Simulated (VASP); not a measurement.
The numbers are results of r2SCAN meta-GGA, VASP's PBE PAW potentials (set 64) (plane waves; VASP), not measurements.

VASP ran on this input.

KPOINTS:
```
kpoints
0
Gamma
 10 10 10
```

### POSCAR
```
Li2O
1
    0.0000000000     2.2884807340     2.2884807340
    2.2884807340     0.0000000000     2.2884807340
    2.2884807340     2.2884807340     0.0000000000
Li O
2 1
Direct
  0.2500000000   0.2500000000   0.2500000000
  0.7500000000   0.7500000000   0.7500000000
  0.0000000000   0.0000000000   0.0000000000
```

### INCAR
```
SIGMA=0.05
METAGGA=R2SCAN
ALGO=Normal
ENCUT=520   # plane-wave cut-off (eV)
LASPH=.True.
EDIFF=1E-7   # SCF stop (eV)
LWAVE=.False.
ISMEAR=0   # Gaussian
NELM=100
SYSTEM=Li2O
LMIXTAU=.True.
PREC=Accurate
LCHARG=.False.
ISIF=2   # forces and stress, cell fixed
LREAL=.False.
```

POTCAR, in this order: Li_sv O (PBE.64 set). Program: vasp_std.

The run wrote:

### OSZICAR
```
       N       E                     dE             d eps       ncg     rms          rms(c)
DAV:   1     0.402551866897E+02    0.40255E+02   -0.63390E+03   948   0.132E+03
DAV:   2    -0.152908288519E+02   -0.55546E+02   -0.51325E+02  1052   0.252E+02
DAV:   3    -0.214003233469E+02   -0.61095E+01   -0.60869E+01  1820   0.673E+01
DAV:   4    -0.214474972872E+02   -0.47174E-01   -0.47160E-01  1160   0.813E+00
DAV:   5    -0.214478401666E+02   -0.34288E-03   -0.34286E-03  1492   0.541E-01    0.676E+00
DAV:   6    -0.168393968027E+02    0.46084E+01   -0.43327E+00  1172   0.157E+01    0.208E+00
DAV:   7    -0.169037671303E+02   -0.64370E-01   -0.11071E+00  1150   0.849E+00    0.209E+00
DAV:   8    -0.193465746338E+02   -0.24428E+01   -0.36795E+00  1348   0.148E+01    0.289E+00
DAV:   9    -0.168600348162E+02    0.24865E+01   -0.18952E+00  1460   0.108E+01    0.737E-01
DAV:  10    -0.168340989393E+02    0.25936E-01   -0.24329E-01  1150   0.460E+00    0.322E-01
DAV:  11    -0.168176449107E+02    0.16454E-01   -0.13919E-02  1064   0.137E+00    0.341E-01
DAV:  12    -0.168270522379E+02   -0.94073E-02   -0.18407E-02   990   0.158E+00    0.891E-02
DAV:  13    -0.168291768315E+02   -0.21246E-02   -0.11598E-03  1062   0.380E-01    0.494E-02
DAV:  14    -0.168290407466E+02    0.13608E-03   -0.12493E-04  1112   0.156E-01    0.585E-02
DAV:  15    -0.168294394641E+02   -0.39872E-03   -0.33822E-04   994   0.233E-01    0.687E-03
DAV:  16    -0.168296327250E+02   -0.19326E-03   -0.12590E-04   980   0.164E-01    0.200E-03
DAV:  17    -0.168296287941E+02    0.39309E-05   -0.45607E-06  1206   0.295E-02    0.299E-03
DAV:  18    -0.168296100461E+02    0.18748E-04   -0.94031E-06   974   0.428E-02    0.109E-03
DAV:  19    -0.168296201014E+02   -0.10055E-04   -0.14826E-06   992   0.169E-02    0.387E-04
DAV:  20    -0.168296208108E+02   -0.70941E-06   -0.18635E-08   944   0.151E-03    0.143E-04
DAV:  21    -0.168296215018E+02   -0.69093E-06   -0.55151E-09   566   0.934E-04    0.157E-04
DAV:  22    -0.168296216796E+02   -0.17783E-06   -0.56681E-09   538   0.744E-04    0.134E-05
DAV:  23    -0.168296216113E+02    0.68269E-07   -0.51161E-10   534   0.235E-04
   1 F= -.16829622E+02 E0= -.16829622E+02  d E =-.348686E-25
```

**OUTCAR**
```
------------------------ aborting loop because EDIFF is reached ----------------------------------------
  FORCE on cell =-STRESS in cart. coord.  units (eV):
  Direction    XX          YY          ZZ          XY          YZ          ZX
  --------------------------------------------------------------------------------------
  Total       -0.0085217     -0.0085217     -0.0085217      0.0000000      0.0000000     -0.0000000
  in kB       -0.5695943     -0.5695943     -0.5695943      0.0000000      0.0000000     -0.0000000
  external PRESSURE =      -0.5695943 kB  Pullay stress =       0.0000000 kB
  volume of cell :       23.97
      direct lattice vectors                 reciprocal lattice vectors
     0.000000000  2.288480734  2.288480734    -0.218485562  0.218485562  0.218485562
     2.288480734  0.000000000  2.288480734     0.218485562 -0.218485562  0.218485562
     2.288480734  2.288480734  0.000000000     0.218485562  0.218485562 -0.218485562
 POSITION                                       TOTAL-FORCE (eV/Angst)
 -----------------------------------------------------------------------------------
      1.14424      1.14424      1.14424         0.000000      0.000000      0.000000
      3.43272      3.43272      3.43272        -0.000000     -0.000000     -0.000000
      0.00000      0.00000      0.00000         0.000000      0.000000      0.000000
 -----------------------------------------------------------------------------------
    total drift:                               -0.000000      0.000000      0.000000
  FREE ENERGIE OF THE ION-ELECTRON SYSTEM (eV)
  ---------------------------------------------------
  free  energy   TOTEN  =       -16.8296216113 eV

  energy  without entropy=      -16.8296216113  energy(sigma->0) =      -16.82962161
```
(Selected blocks of OUTCAR.)

The compound is Li2O in the antifluorite structure. It was relaxed first.
